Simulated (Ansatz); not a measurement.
CaSe (started from an entry of an open crystallographic database), relaxed with r2SCAN in Ansatz 0.2.0. The symmetry is Fm-3m (No. 225, cubic); a = 5.935 Å in the conventional setting, 26.13 Å³ an atom. Ca has 6 Se at 2.97 Å; Se has 6 Ca at 2.97 Å.

The axes x, y and z are those of this cell:
```xyz
2
Lattice="0.0000 2.9675 2.9675 2.9675 0.0000 2.9675 2.9675 2.9675 0.0000" Properties=species:S:1:pos:R:3 pbc="T T T"
Ca    0.0000    0.0000    0.0000
Se    2.9675    2.9675    2.9675
```

Unstrained: With PBE the valence top lies at Γ and the conduction bottom at X, 2.057 eV higher; the smallest vertical gap, at X, is 2.980 eV. With r2SCAN the valence top lies at Γ and the conduction bottom at X, 2.517 eV higher; the smallest vertical gap, at X, is 3.458 eV. With HSE06 the valence top lies at Γ and the conduction bottom at X, 2.999 eV higher; the smallest vertical gap, at X, is 4.032 eV. Meshes: PBE 8×8×8, r2SCAN 8×8×8, HSE06 6×6×6. Strains are changes of length per length. After each strain the atoms were relaxed again with r2SCAN within the symmetry that the strain leaves, so tilts or polar shifts that break it weren't tested; points keep the names that they have in the unstrained zone. The values are computed, spin-unpolarised, and not measurements.

**Question.** Estimate what isotropic -4.56 % on every length does to the gap.

**Answer.** PBE: the gap goes from 2.057 to 1.666 eV (-0.391 eV). r2SCAN: the gap goes from 2.517 to 2.124 eV (-0.393 eV). HSE06: the gap goes from 2.999 to 2.571 eV (-0.428 eV). The r2SCAN energy rises by 91.4 meV an atom.

**Question.** Apply isotropic -0.92 % on every length. How far does the gap move, against the unstrained cell?

**Answer.** PBE: the gap goes from 2.057 to 1.990 eV (-0.067 eV). r2SCAN: the gap goes from 2.517 to 2.451 eV (-0.066 eV). HSE06: the gap goes from 2.999 to 2.926 eV (-0.073 eV). The r2SCAN energy rises by 3.3 meV an atom.

Spin-orbit coupling is left out.

The meshes of the hybrids are coarse, so their gaps aren't converged to the digits shown.
